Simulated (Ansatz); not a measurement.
W in Ansatz: the effect of target pressure

The system is W.

```
W
1.0
     2.80966    0.00000    0.00000
     0.00000    4.86387    0.00000
     0.00000    0.00000    4.92370
W
4
Cartesian
  2.2285 4.5567 3.6928
  0.5811 2.1247 3.6928
  0.5811 0.3072 1.2309
  2.2285 2.7391 1.2309
```

This isn't the form of W at room conditions, which is bcc.

Alike in all runs:

```yaml
Program: Ansatz 0.2.0
Task: relaxation of cell and atoms
Functional: PBEsol
Potentials_or_basis: Ansatz PAW
Cutoff: "420 eV (not typed: the program's choice for these potentials)"
k_mesh: 9 × 6 × 6
Occupations: fermi-dirac, width 0.05 eV
Spin: no spin polarisation
```

Each run relaxes the cell or the atoms first.

Problem. One run gave: relaxed volume 15.25 Å³/atom. Which target pressure did it use?
A. 30 GPa
B. 10 GPa
C. 0 GPa
D. 2 GPa
E. 20 GPa

Solution. B.

| target pressure | relaxed volume (Å³/atom) |
| --- | --- |
| 0 GPa | 15.70 |
| 2 GPa | 15.61 |
| 5 GPa | 15.47 |
| 10 GPa | 15.25 |
| 20 GPa | 14.86 |
| 30 GPa | 14.51 |

Caveats: the plane-wave basis is chosen anew once the cell has moved, so the energies of steps on either side of that aren't comparable; the PAW data sets come from PBE, with cores solved anew for the run's functional, which leaves a small shift of forces and pressure.
